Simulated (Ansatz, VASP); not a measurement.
## MgO: VASP beside Ansatz

File INCAR:

```
SYSTEM = MgO
PREC = Accurate
ENCUT = 520
EDIFF = 1E-6
ISMEAR = 0
SIGMA = 0.05
LREAL = .FALSE.
LASPH = .TRUE.
NELM = 100
ALGO = Normal
ISIF = 2
LWAVE = .FALSE.
LCHARG = .FALSE.
GGA = PS
NBANDS = 11
```

Contents of KPOINTS:

```
Automatic mesh
0
G
  14 14 14
  0 0 0
```

File POSCAR:

```
MgO
1.0
    2.3155130704      0.0000000000      0.0000000000
    0.0000000000      2.3155130704      0.0000000000
    0.0000000000      0.0000000000      2.3155130704
Mg O
1 1
Direct
    0.0000000000      0.0000000000      0.0000000000
    0.5000000000      0.5000000000      0.5000000000
```

Input for Ansatz:

```yaml
crystal:
  lattice:
    - [2.3155130704, 0.0, 0.0]
    - [0.0, 2.3155130704, 0.0]
    - [0.0, 0.0, 2.3155130704]
  atoms:
    - { symbol: Mg, position: [0.0, 0.0, 0.0] }
    - { symbol: O, position: [0.5, 0.5, 0.5] }
basis:
  ecutwfc: 420
  ecutrho_ratio: 4
kpoints:
  mp_grid: { grid: [14, 14, 14] }
hamiltonian:
  xc: pbesol
scf:
  occupations: { method: gaussian, width: 0.05 }
output:
  forces: true
  stress: true
  eigenvalues: true
```

Alike in both runs: task single point; functional PBEsol; k mesh 14 × 14 × 14; occupations gaussian, width 0.05 eV; no spin polarisation.

|  | VASP | Ansatz |
| --- | --- | --- |
| version | VASP 6.6.1 | Ansatz 0.2.0 |
| potentials or method | VASP PAW PBE potentials, release 64 (Mg, O) | scalar-relativistic, plane waves, PAW |
| plane-wave cutoff (eV) | 520 | 420 |
| valence electrons in the cell | 8 | 16 |

```csv
,VASP,Ansatz,Ansatz less VASP
gap on the k mesh at the Fermi level (eV),6.20,6.20,-0.003
least direct gap on the mesh (eV),6.20,6.20,-0.003
```

The two sets of potentials don't hold the same shells in valence.

 Expect the measured gap to be larger: semilocal functionals such as PBEsol lack the derivative discontinuity. A k mesh can miss the band edges.
